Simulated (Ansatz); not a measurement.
# CoSi: free directions for the moments

Aim: compare arrangements of the moments in a cell of CoSi on spinors, without spin-orbit coupling. Methods of the runs shown: PAW. Its runs: parallel moments (PAW); parallel moments on spinors (PAW); moments marked - in +- held at 30 degrees to the others (PAW); moments marked - in +- held at 60 degrees to the others (PAW); moments marked - in +- held at 90 degrees to the others (PAW); moments marked - in +- held at 120 degrees to the others (PAW); moments marked - in +- held at 150 degrees to the others (PAW); moments start +- on spinors (PAW).

Computed with Ansatz 0.2.0 (DFT, PBE, PAW with Ansatz's default frozen-core files, scalar-relativistic, unless a step's input says otherwise).

## 1. Starting point

The structure is cubic, space group Pm-3m (No. 221). The conventional cell has a = 2.781 Å, b = 2.781 Å, c = 2.781 Å, α = 90.00°, β = 90.00°, γ = 90.00°. Co (site symmetry m-3m) is surrounded by 8 Si at 2.41 Å. Around Si (site symmetry m-3m) lie 8 Co at 2.41 Å.

Structure file:

```
CELL_PARAMETERS angstrom
2.78133 0.00000 0.00000
0.00000 2.78133 0.00000
0.00000 0.00000 5.56267
ATOMIC_POSITIONS crystal
Co 0.00000 0.00000 0.00000
Co 0.00000 0.00000 0.50000
Si 0.50000 0.50000 0.25000
Si 0.50000 0.50000 0.75000
```

In patterns such as +-, the signs follow the magnetic atoms in the order of the input.

Atoms are numbered in the order of the input: Co1, Co2, Si3, Si4.

## 2. Parallel moments, PAW

Input file input.yaml:

```yaml
crystal:
  lattice:
    - [2.781334, 0.0, 0.0]
    - [0.0, 2.781334, 0.0]
    - [0.0, 0.0, 5.562668]
  atoms:
    - { symbol: Co, position: [0.0, 0.0, 0.0], spin: 2.0 }
    - { symbol: Co, position: [0.0, 0.0, 0.5], spin: 2.0 }
    - { symbol: Si, position: [0.5, 0.5, 0.25] }
    - { symbol: Si, position: [0.5, 0.5, 0.75] }
magnetization:
  spin_polarized: true
kpoints:
  mp_grid: { grid: [13, 13, 7] }
scf:
  occupations: { method: fermi_dirac, width: 0.03 }
  lower_state_search: "off"
hamiltonian:
  xc: pbe
  pseudopotentials: { kind: paw }
output:
  forces: true
  stress: true
  eigenvalues: true
```

Command:

```sh
> ansatz run input.yaml --threads 2 --pin off --max-ram 6144MiB --backend cpu --events-out ev --progress --plain --runs-dir out
```

Output (excerpt; [...] marks lines left out):

```text
[...]
Pseudopotentials: kind: paw
Pseudopotential: Co, paw, valence charge 17, recommended cutoff 420 eV (normal)
Pseudopotential: Si, paw, valence charge 4, recommended cutoff 420 eV (normal)
Functional definition: PBE
[...]
Crystal: 4 atoms, lattice volume = 43.032 Å³
Basis set: ecut = 420 eV, 855 PW (Γ), exchange–correlation on 40×40×80 points (8 copies of the dense FFT grid, shifted against one another)
Bands: 28, of which v1, the nominal top of the filled ones, is band 21 counted from 1 (20 counted from 0)
Symmetry: 32 space group operations
Space group: Pm-3m (ITA 221), of the structure as read, at distance tolerance 3.5e-5 Å
Magnetic group: BNS 221.92 (UNI 1594), of the structure as read, at distance tolerance 3.5e-5 Å
k-points: 112 of 1183
[...]
Starting moments: Σ|m| = 4 μB on 2 of 4 sites
[...]
SCF iter   1: F=—  HF=-11525.538910 eV  |F-HF|=—  |Δ(HF+E_count)|=         —  Δρ=1.37e-1 (↑6.35e-2 ↓1.37e-1)  dr2=3.76e0  dr2_m=3.75e0  M=1.470 μB ∫|m|=1.789 μB  β_m=0.30  ethr=3.10e-3  ⟨swp⟩=5.8  Hψ=25073  notcnv=0
[...]
spin=Collinear: Kerker preconditioning applied to the charge; magnetization (m = ρ↑ − ρ↓) channel mixes plain (no charge-response kernel on spin).
[...]
spin-set hold released at iteration 9 (site moments contracting): the magnetisation degrees of freedom join the quasi-Newton model from the next iteration; the mixer history was flushed
[...]
SCF iter  18: F=-11525.525197 eV  HF=-11525.525197 eV  |F-HF|=9.57e-10  |Δ(HF+E_count)|=   8.15e-9  Δρ=2.34e-6 (↑2.31e-7 ↓2.34e-6)  dr2=1.66e-9  dr2_m=5.34e-10  M=1.193 μB ∫|m|=1.273 μB  ethr=6.35e-12  ⟨swp⟩=1.3  Hψ=18057  notcnv=0
[...]
SCF converged after 18 iterations
Magnetization: 1.1926 μB (21.5963 up, 20.4037 down)
Absolute magnetization: 1.2735 μB (∫|ρ↑−ρ↓|, with the PAW one-centre terms)
Spin contamination: 0.0207 ħ² per cell (⟨S²⟩ above its minimum at these occupations)
Per-site moments (μB) at R_I (Å): [(0.6054456200554363, 0.9935911839188726), (0.6054456200554363, 0.9935911839188726), (0.006707486243969734, 0.9935911839188726), (0.006707486243969734, 0.9935911839188726)]
Free energy (F): -11525.525197 eV
[...]
E sigma→0 (E₀):  -11525.518708 eV
Entropy (-TS):   -0.012978 eV (-3.244 meV/atom)
Fermi energy:    17.521949 eV
[...]
--- Forces (eV/Å), atoms counted from 1 ---
  atom   1  Co    -0.00000000     0.00000000     0.00000000
  atom   2  Co    -0.00000000    -0.00000000    -0.00000000
  atom   3  Si     0.00000000     0.00000000     0.00000000
  atom   4  Si     0.00000000     0.00000000     0.00000000
[...]
--- Stress (GPa, compression-positive) ---
        0.916457       0.000000       0.000000
        0.000000       0.916457       0.000000
        0.000000       0.000000       0.739806
  P = ⅓ Tr σ = 0.8576 GPa (8.576 kbar)
--- Band table (eV; the first three rows and the last of 224) ---
[...]
```

It took 11 s on 2 threads of Arm Neoverse V2, shared host; peak memory 0.45 GiB.

Result: total moment 1.19 μB; site moments Co1 0.61, Co2 0.61, Si3 0.01, Si4 0.01 μB; pressure 0.86 GPa; no gap.

## 3. Parallel moments on spinors, PAW

Input file input.yaml:

```yaml
crystal:
  lattice:
    - [2.781334, 0.0, 0.0]
    - [0.0, 2.781334, 0.0]
    - [0.0, 0.0, 5.562668]
  atoms:
    - { symbol: Co, position: [0.0, 0.0, 0.0], spin: 0.6, spin_axis: [0.0, 0.0, 1.0] }
    - { symbol: Co, position: [0.0, 0.0, 0.5], spin: 0.6, spin_axis: [0.0, 0.0, 1.0] }
    - { symbol: Si, position: [0.5, 0.5, 0.25] }
    - { symbol: Si, position: [0.5, 0.5, 0.75] }
magnetization:
  noncollinear: true
kpoints:
  mp_grid: { grid: [13, 13, 7] }
scf:
  occupations: { method: fermi_dirac, width: 0.03 }
  lower_state_search: "off"
hamiltonian:
  xc: pbe
  pseudopotentials: { kind: paw }
output:
  eigenvalues: false
```

Command:

```sh
> ansatz run input.yaml --threads 2 --pin off --max-ram 6144MiB --backend cpu --events-out ev --progress --plain --runs-dir out
```

Output (excerpt; [...] marks lines left out):

```text
settings of this run that can trade accuracy for cost: output.eigenvalues: false. Do not mix this run's numbers with those of runs without the same settings; the input reference describes each key
[...]
Pseudopotentials: kind: paw
Pseudopotential: Co, paw, valence charge 17, recommended cutoff 420 eV (normal)
Pseudopotential: Si, paw, valence charge 4, recommended cutoff 420 eV (normal)
Functional definition: PBE
[...]
Crystal: 4 atoms, lattice volume = 43.032 Å³
Basis set: ecut = 420 eV, 855 PW (Γ)
Bands: 52, of which v1, the nominal top of the filled ones, is band 42 counted from 1 (41 counted from 0)
Symmetry: 32 space group operations + 32 with time reversal
[...]
Magnetization: |M| = 1.1926 μB,  M = (+0.0000, +0.0000, +1.1926) μB
Absolute magnetization: 1.2734 μB (∫|m|, with the PAW one-centre terms)
Moment direction: held on its axis by an average over the rotations of spin about it
  site 0: m = (+0.0000, +0.0000, +0.6054) μB, |m| = 0.6054 μB  (R = 0.99 Å)
  site 1: m = (+0.0000, +0.0000, +0.6054) μB, |m| = 0.6054 μB  (R = 0.99 Å)
  site 2: m = (+0.0000, +0.0000, +0.0067) μB, |m| = 0.0067 μB  (R = 0.99 Å)
  site 3: m = (+0.0000, +0.0000, +0.0067) μB, |m| = 0.0067 μB  (R = 0.99 Å)
Free energy (F): -11525.525286 eV
[...]
E sigma→0 (E₀):  -11525.518797 eV
Entropy (-TS):   -0.012979 eV (-3.245 meV/atom)
Fermi energy:    17.521854 eV
[...]
settings of this run that can trade accuracy for cost: output.eigenvalues: false. Do not mix this run's numbers with those of runs without the same settings; the input reference describes each key
```

Wall time 43 s (2 threads of Arm Neoverse V2, shared host); peak memory 0.64 GiB.

In short: total moment 1.19 μB; moments (x, y, z) Co1 (0.00, 0.00, 0.61), Co2 (0.00, 0.00, 0.61) μB.

## 4. Moments marked - in +- held at 30 degrees to the others, PAW

input.yaml, as its differences from that of step 3:

```diff
@@ -7,3 +7,3 @@
     - { symbol: Co, position: [0.0, 0.0, 0.0], spin: 0.6, spin_axis: [0.0, 0.0, 1.0] }
-    - { symbol: Co, position: [0.0, 0.0, 0.5], spin: 0.6, spin_axis: [0.0, 0.0, 1.0] }
+    - { symbol: Co, position: [0.0, 0.0, 0.5], spin: 0.6, spin_axis: [0.5, 0.0, 0.8660254] }
     - { symbol: Si, position: [0.5, 0.5, 0.25] }
@@ -12,2 +12,3 @@
   noncollinear: true
+  spin_locking: { lock_directions: true }
 kpoints:
@@ -16,2 +17,3 @@
   occupations: { method: fermi_dirac, width: 0.03 }
+  max_iter: 150
   lower_state_search: "off"
```

Command:

```sh
> ansatz run input.yaml --threads 2 --pin off --max-ram 6144MiB --backend cpu --events-out ev --progress --plain --runs-dir out
```

Output:

```text
settings of this run that can trade accuracy for cost: output.eigenvalues: false. Do not mix this run's numbers with those of runs without the same settings; the input reference describes each key
Engine: ansatz 0.2.0
Pseudopotentials: kind: paw
Pseudopotential: Co, paw, valence charge 17, recommended cutoff 420 eV (normal)
Pseudopotential: Si, paw, valence charge 4, recommended cutoff 420 eV (normal)
Functional definition: PBE
  parameter kappa = 0.804
  parameter beta = 0.06672455060314922
  exchange = pbe_x(kappa = kappa, mu = beta*pi^2/3)
  correlation = pbe_c(beta = beta)
Crystal: 4 atoms, lattice volume = 43.032 Å³
Basis set: ecut = 420 eV, 855 PW (Γ)
Bands: 52, of which v1, the nominal top of the filled ones, is band 42 counted from 1 (41 counted from 0)
Symmetry: 32 space group operations + 32 with time reversal
Moments: of one size on atoms that these operations exchange, one fixing the others by the rotation that the starting moments gave each, and all in one plane where the starting moments lie in one or along one axis (crystal.symmetry.detect: false holds none)
k-points: 112 of 1183
Non-local potential: Co, projectors of the file, l = 0: 3, l = 1: 2, l = 2: 3, l = 3: 1
Non-local potential: Si, projectors of the file, l = 0: 2, l = 1: 2, l = 2: 2
PAW form: soft (Blöchl's): semilocal exchange-correlation on the pseudo side does not see the compensation charge
PAW one-centre angular grid: Co, 590 points (default); XC on 64 Gauss nodes
PAW one-centre angular grid: Si, 110 points (default); XC on 64 Gauss nodes
Initial density: superposition of atomic densities (chi_scale 0.1, normalization cell)
Starting moments: Σ|m| = 1.2 μB on 2 of 4 sites
Initial wavefunctions: pseudopotential atomic-orbital guess
Functional: x = pbe(κ = 0.804, μ = 0.2195149727645171), c = pbe(β = 0.06672455060314922)
SCF iter   1: F=-11521.468426 eV  HF=-11526.414175 eV  |F-HF|=4.95e0  |Δ(HF+E_count)|=         —  Δρ=1.11e-1  dr2=5.64e0  dr2_m=2.32e-1  ethr=3.10e-3  |M|=5.47e-1 ∫|m|=6.13e-1 μB  |m|>n=0.0e0 m-floor=0.0e0 τ_xc=1.9e-4 mc-row=0.0e0  β_m=0.30  ⟨swp⟩=6.6  Hψ=20992  notcnv=0  defer=1
preconditioner: auto → Kerker (q_TF=auto, 2.717 Å⁻¹)  [metal: Δε(μ)=0.009 eV  Ē_g=7.208 eV  σ=0.030 eV  W_gap=0.08  n_scr=16 (ndim 8)  ℏωp=28.9 eV  f_vac=0.000  D(μ)=3.24/eV (n_scr^D=38)]
spin=Noncollinear: Kerker preconditioning applied to the charge; magnetization (m_x, m_y, m_z) channels mix plain (no charge-response kernel on spin).
SCF iter   2: F=-11525.244865 eV  HF=-11525.839133 eV  |F-HF|=5.94e-1  |Δ(HF+E_count)|=   5.75e-1  Δρ=5.50e-2  dr2=7.28e-1  dr2_m=2.61e-2  ethr=3.10e-3  |M|=7.56e-1 ∫|m|=8.29e-1 μB  |m|>n=0.0e0 m-floor=0.0e0 τ_xc=3.6e-4 mc-row=0.0e0  β_m=0.29  ⟨swp⟩=2.3  Hψ=9999  notcnv=0  defer=357
SCF iter   3: F=-11525.332972 eV  HF=-11525.698762 eV  |F-HF|=3.66e-1  |Δ(HF+E_count)|=   1.40e-1  Δρ=2.85e-2  dr2=5.00e-1  dr2_m=2.08e-2  ethr=1.73e-3  |M|=7.21e-1 ∫|m|=7.92e-1 μB  |m|>n=0.0e0 m-floor=0.0e0 τ_xc=3.7e-4 mc-row=0.0e0  β_m=0.51  ⟨swp⟩=2.4  Hψ=8721  notcnv=0  defer=352
SCF iter   4: F=-11525.488607 eV  HF=-11525.545768 eV  |F-HF|=5.72e-2  |Δ(HF+E_count)|=   1.53e-1  Δρ=1.79e-2  dr2=8.73e-2  dr2_m=6.07e-3  ethr=1.19e-3  |M|=8.52e-1 ∫|m|=9.16e-1 μB  |m|>n=0.0e0 m-floor=0.0e0 τ_xc=4.9e-4 mc-row=0.0e0  β_m=0.75  ⟨swp⟩=2.1  Hψ=8970  notcnv=0  defer=347
SCF iter   5: F=-11525.520988 eV  HF=-11525.526012 eV  |F-HF|=5.02e-3  |Δ(HF+E_count)|=   1.98e-2  Δρ=1.42e-2  dr2=9.63e-3  dr2_m=2.21e-2  ethr=2.08e-4  |M|=9.60e-1 ∫|m|=1.07e0 μB  |m|>n=0.0e0 m-floor=0.0e0 τ_xc=1.2e-3 mc-row=0.0e0  β_m=0.66  ⟨swp⟩=2.1  Hψ=9923  notcnv=0  defer=347
SCF iter   6: F=-11525.512502 eV  HF=-11525.520801 eV  |F-HF|=8.30e-3  |Δ(HF+E_count)|=   5.21e-3  Δρ=5.85e-3  dr2=1.27e-2  dr2_m=1.82e-3  ethr=2.29e-5  |M|=1.04e0 ∫|m|=1.13e0 μB  |m|>n=0.0e0 m-floor=0.0e0 τ_xc=7.7e-4 mc-row=0.0e0  β_m=0.74  ⟨swp⟩=2.0  Hψ=11333  notcnv=0  defer=350
SCF iter   7: F=-11525.513183 eV  HF=-11525.521922 eV  |F-HF|=8.74e-3  |Δ(HF+E_count)|=   1.12e-3  Δρ=5.62e-3  dr2=8.90e-3  dr2_m=3.11e-4  ethr=2.29e-5  |M|=1.07e0 ∫|m|=1.17e0 μB  |m|>n=0.0e0 m-floor=0.0e0 τ_xc=9.2e-4 mc-row=0.0e0  β_m=0.78  ⟨swp⟩=2.0  Hψ=7461  notcnv=0  defer=346
SCF iter   8: F=-11525.521153 eV  HF=-11525.521301 eV  |F-HF|=1.48e-4  |Δ(HF+E_count)|=   6.21e-4  Δρ=1.33e-3  dr2=2.92e-4  dr2_m=1.92e-4  ethr=2.12e-5  |M|=1.11e0 ∫|m|=1.23e0 μB  |m|>n=0.0e0 m-floor=0.0e0 τ_xc=1.0e-3 mc-row=0.0e0  β_m=0.89  ⟨swp⟩=2.0  Hψ=7982  notcnv=0  defer=346
SCF iter   9: F=-11525.521350 eV  HF=-11525.521351 eV  |F-HF|=1.65e-6  |Δ(HF+E_count)|=   5.02e-5  Δρ=1.90e-4  dr2=2.75e-6  dr2_m=4.20e-6  ethr=6.96e-7  |M|=1.13e0 ∫|m|=1.24e0 μB  |m|>n=0.0e0 m-floor=0.0e0 τ_xc=1.1e-3 mc-row=0.0e0  β_m=0.84  ⟨swp⟩=2.0  Hψ=8395  notcnv=0  defer=339
SCF iter  10: F=-11525.521358 eV  HF=-11525.521361 eV  |F-HF|=3.28e-6  |Δ(HF+E_count)|=   1.01e-5  Δρ=1.08e-4  dr2=4.03e-6  dr2_m=1.60e-7  ethr=6.54e-9  |M|=1.13e0 ∫|m|=1.25e0 μB  |m|>n=0.0e0 m-floor=0.0e0 τ_xc=1.1e-3 mc-row=0.0e0  β_m=0.86  ⟨swp⟩=2.0  Hψ=9776  notcnv=0  defer=339
SCF iter  11: F=-11525.521363 eV  HF=-11525.521363 eV  |F-HF|=7.57e-8  |Δ(HF+E_count)|=   1.09e-6  Δρ=1.62e-5  dr2=8.83e-8  dr2_m=1.22e-8  ethr=2.38e-10  |M|=1.13e0 ∫|m|=1.25e0 μB  |m|>n=0.0e0 m-floor=0.0e0 τ_xc=1.1e-3 mc-row=0.0e0  ⟨swp⟩=2.0  Hψ=15570  notcnv=0
Constraint outer step 1 at iter 11: max|Δm| = 1.32e-2 μB  λ_eff = 1.000 eV/μB²  [c0 t0: gradient δμ = +2.643e-2 eV/μB]
Mixer restart at iter 11: flushing history
SCF iter  12: F=-11525.522798 eV  HF=-11525.522178 eV  |F-HF|=6.21e-4  |Δ(HF+E_count)|=         —  Δρ=6.56e-3  dr2=3.22e-6  dr2_m=4.90e-3  ethr=2.10e-10  |M|=1.11e0 ∫|m|=1.25e0 μB  |m|>n=0.0e0 m-floor=0.0e0 τ_xc=1.5e-3 mc-row=0.0e0  β_m=0.86  ⟨swp⟩=4.3  Hψ=16537  notcnv=0  defer=339
SCF iter  13: F=-11525.521912 eV  HF=-11525.521050 eV  |F-HF|=8.62e-4  |Δ(HF+E_count)|=   1.13e-3  Δρ=7.88e-3  dr2=4.94e-6  dr2_m=7.00e-3  ethr=7.67e-9  |M|=1.14e0 ∫|m|=1.25e0 μB  |m|>n=0.0e0 m-floor=0.0e0 τ_xc=8.7e-4 mc-row=0.0e0  β_m=0.63  ⟨swp⟩=3.5  Hψ=13990  notcnv=0  defer=338
SCF iter  14: F=-11525.520639 eV  HF=-11525.520633 eV  |F-HF|=6.19e-6  |Δ(HF+E_count)|=   4.17e-4  Δρ=7.08e-4  dr2=3.98e-7  dr2_m=5.47e-5  ethr=7.67e-9  |M|=1.12e0 ∫|m|=1.25e0 μB  |m|>n=0.0e0 m-floor=0.0e0 τ_xc=1.1e-3 mc-row=0.0e0  β_m=0.81  ⟨swp⟩=3.0  Hψ=13480  notcnv=0  defer=337
SCF iter  15: F=-11525.520693 eV  HF=-11525.520697 eV  |F-HF|=4.63e-6  |Δ(HF+E_count)|=   6.46e-5  Δρ=1.36e-4  dr2=4.84e-6  dr2_m=1.25e-7  ethr=9.49e-10  |M|=1.12e0 ∫|m|=1.25e0 μB  |m|>n=0.0e0 m-floor=0.0e0 τ_xc=1.2e-3 mc-row=0.0e0  β_m=0.61  ⟨swp⟩=2.7  Hψ=10755  notcnv=0  defer=337
SCF iter  16: F=-11525.520698 eV  HF=-11525.520698 eV  |F-HF|=3.32e-7  |Δ(HF+E_count)|=   7.55e-7  Δρ=5.63e-5  dr2=4.40e-7  dr2_m=4.46e-7  ethr=9.49e-10  |M|=1.12e0 ∫|m|=1.25e0 μB  |m|>n=0.0e0 m-floor=0.0e0 τ_xc=1.2e-3 mc-row=0.0e0  β_m=0.69  ⟨swp⟩=2.0  Hψ=10320  notcnv=0  defer=337
SCF iter  17: F=-11525.520690 eV  HF=-11525.520690 eV  |F-HF|=2.63e-8  |Δ(HF+E_count)|=   8.24e-6  Δρ=2.98e-5  dr2=4.48e-8  dr2_m=1.20e-7  ethr=2.38e-10  |M|=1.12e0 ∫|m|=1.25e0 μB  |m|>n=0.0e0 m-floor=0.0e0 τ_xc=1.2e-3 mc-row=0.0e0  β_m=0.84  ⟨swp⟩=1.1  Hψ=13948  notcnv=0
iter 18 did not close the SCF: its close was put off for a magnetic moment that had not settled (scf_convergence_deferred on its scf_iter line)
SCF iter  18: F=-11525.520690 eV  HF=-11525.520690 eV  |F-HF|=3.36e-8  |Δ(HF+E_count)|=   1.68e-7  Δρ=2.15e-5  dr2=4.38e-8  dr2_m=5.16e-8  ethr=1.07e-10  |M|=1.12e0 ∫|m|=1.25e0 μB  |m|>n=0.0e0 m-floor=0.0e0 τ_xc=1.2e-3 mc-row=0.0e0  β_m=0.92  ⟨swp⟩=2.2  Hψ=11023  notcnv=0
SCF iter  19: F=-11525.520692 eV  HF=-11525.520692 eV  |F-HF|=2.70e-9  |Δ(HF+E_count)|=   1.74e-6  Δρ=3.43e-6  dr2=2.72e-9  dr2_m=1.11e-9  ethr=1.04e-10  |M|=1.12e0 ∫|m|=1.25e0 μB  |m|>n=0.0e0 m-floor=0.0e0 τ_xc=1.2e-3 mc-row=0.0e0  ⟨swp⟩=1.0  Hψ=13847  notcnv=0
SCF 1 converged in 19 iterations: F = -11525.520692 eV  dr2 = 2.72e-9
SCF converged after 19 iterations
Stability not checked: this state was not tested for a lower state beside it, because a magnetisation constraint still acts at the end of the SCF (magnetization_constraint; see scf.lower_state_search)
Magnetization: |M| = 1.1228 μB,  M = (+0.2906, -0.0000, +1.0845) μB
Absolute magnetization: 1.2478 μB (∫|m|, with the PAW one-centre terms)
  site 0: m = (+0.0010, +0.0000, +0.5875) μB, |m| = 0.5875 μB  (R = 0.99 Å)
  site 1: m = (+0.2929, -0.0000, +0.5092) μB, |m| = 0.5875 μB  (R = 0.99 Å)
  site 2: m = (+0.0019, +0.0000, +0.0072) μB, |m| = 0.0075 μB  (R = 0.99 Å)
  site 3: m = (+0.0019, -0.0000, +0.0072) μB, |m| = 0.0075 μB  (R = 0.99 Å)
--- Magnetisation constraints (ε_frz = 1.0e-4 eV) ---
  site  kind           target                            achieved (μB)             |Δ|max (μB)  g (eV/μB)                     λ_eff  esc  ok   flags
  0     per_site_axis  ê (+0.000, +0.000, +1.000) ≥0.00  (+0.001, +0.000, +0.587)  9.90e-4      (+2.8e-2, +9.0e-44, +0.0e0)   1.000  0    yes
  1     per_site_axis  ê (+0.500, +0.000, +0.866) ≥0.00  (+0.293, -0.000, +0.509)  8.58e-4      (-2.5e-2, -9.0e-44, +1.4e-2)  1.000  0    yes
Free energy (F): -11525.520692 eV
Harris-Foulkes:  -11525.520692 eV  (|F-HF|=2.70e-9)
Internal energy: -11525.507068 eV  (E = F + TS)
E sigma→0 (E₀):  -11525.513880 eV
Entropy (-TS):   -0.013624 eV (-3.406 meV/atom)
Fermi energy:    17.509924 eV
--- Per-component energies (eV) ---
  E_band       = -459.339675
  E_kinetic    = 1005.697727
  E_local      = -6983.787642  (includes V_loc(G=0)·N_el)
  E_nonlocal   = 962.746041
  E_hartree    = 3030.313311
  E_xc         = -434.396549
  E_vxc        = -512.253149  (∫ρ·V_xc dr)
  E_paw        = -4061.171317  (= ΣΔE_a)
  E_vpaw       = -992.364004  (= ΣTr[D̂ρ^β])
  E_aug_tail   = 0.000197  (compensation charges beyond the density's cutoff)
  E_constr_dc  = 0.000056  (∫m·b dr)
  E_ewald      = -5044.908837
  E_smearing   = -0.013624  (= −TS)
  E_closure    = 0.000001  (closes the sum)
  E_penalty    = 0.000054  (constraint; not in F)
  Σ components = -11525.520692   (vs F -11525.520692, Δ=0.00e0)
settings of this run that can trade accuracy for cost: output.eigenvalues: false. Do not mix this run's numbers with those of runs without the same settings; the input reference describes each key
```

Run time: 47 s. Hardware: 2 threads of Arm Neoverse V2, shared host; peak memory 0.65 GiB.

In short: total moment 1.12 μB; moments (x, y, z) Co1 (0.00, 0.00, 0.59), Co2 (0.29, 0.00, 0.51) μB.

## 5. Moments marked - in +- held at 60 degrees to the others, PAW

input.yaml, as its differences from that of step 4:

```diff
@@ -7,3 +7,3 @@
     - { symbol: Co, position: [0.0, 0.0, 0.0], spin: 0.6, spin_axis: [0.0, 0.0, 1.0] }
-    - { symbol: Co, position: [0.0, 0.0, 0.5], spin: 0.6, spin_axis: [0.5, 0.0, 0.8660254] }
+    - { symbol: Co, position: [0.0, 0.0, 0.5], spin: 0.6, spin_axis: [0.8660254, 0.0, 0.5] }
     - { symbol: Si, position: [0.5, 0.5, 0.25] }
```

Command:

```sh
> ansatz run input.yaml --threads 2 --pin off --max-ram 6144MiB --backend cpu --events-out ev --progress --plain --runs-dir out
```

Output (excerpt; [...] marks lines left out):

```text
settings of this run that can trade accuracy for cost: output.eigenvalues: false. Do not mix this run's numbers with those of runs without the same settings; the input reference describes each key
[...]
Pseudopotentials: kind: paw
Pseudopotential: Co, paw, valence charge 17, recommended cutoff 420 eV (normal)
Pseudopotential: Si, paw, valence charge 4, recommended cutoff 420 eV (normal)
Functional definition: PBE
[...]
Crystal: 4 atoms, lattice volume = 43.032 Å³
Basis set: ecut = 420 eV, 855 PW (Γ)
Bands: 52, of which v1, the nominal top of the filled ones, is band 42 counted from 1 (41 counted from 0)
Symmetry: 32 space group operations + 32 with time reversal
[...]
  site 1: m = (+0.4708, +0.0000, +0.2727) μB, |m| = 0.5441 μB  (R = 0.99 Å)
  site 2: m = (+0.0046, -0.0000, +0.0081) μB, |m| = 0.0093 μB  (R = 0.99 Å)
  site 3: m = (+0.0046, +0.0000, +0.0081) μB, |m| = 0.0093 μB  (R = 0.99 Å)
--- Magnetisation constraints (ε_frz = 1.0e-4 eV) ---
  site  kind           target                            achieved (μB)             |Δ|max (μB)  g (eV/μB)                     λ_eff  esc  ok   flags
  0     per_site_axis  ê (+0.000, +0.000, +1.000) ≥0.00  (+0.001, -0.000, +0.544)  7.85e-4      (+4.5e-2, -1.8e-43, +0.0e0)   1.000  0    yes
  1     per_site_axis  ê (+0.866, +0.000, +0.500) ≥0.00  (+0.471, +0.000, +0.273)  6.80e-4      (-2.2e-2, +1.8e-43, +3.9e-2)  1.000  0    yes
Free energy (F): -11525.509540 eV
[...]
E sigma→0 (E₀):  -11525.502540 eV
Entropy (-TS):   -0.014001 eV (-3.500 meV/atom)
Fermi energy:    17.478631 eV
[...]
settings of this run that can trade accuracy for cost: output.eigenvalues: false. Do not mix this run's numbers with those of runs without the same settings; the input reference describes each key
```

It took 48 s on 2 threads of Arm Neoverse V2, shared host; peak memory 0.65 GiB.

Read from it: total moment 0.94 μB; moments (x, y, z) Co1 (0.00, 0.00, 0.54), Co2 (0.47, 0.00, 0.27) μB.

[end of part 1 of 2]
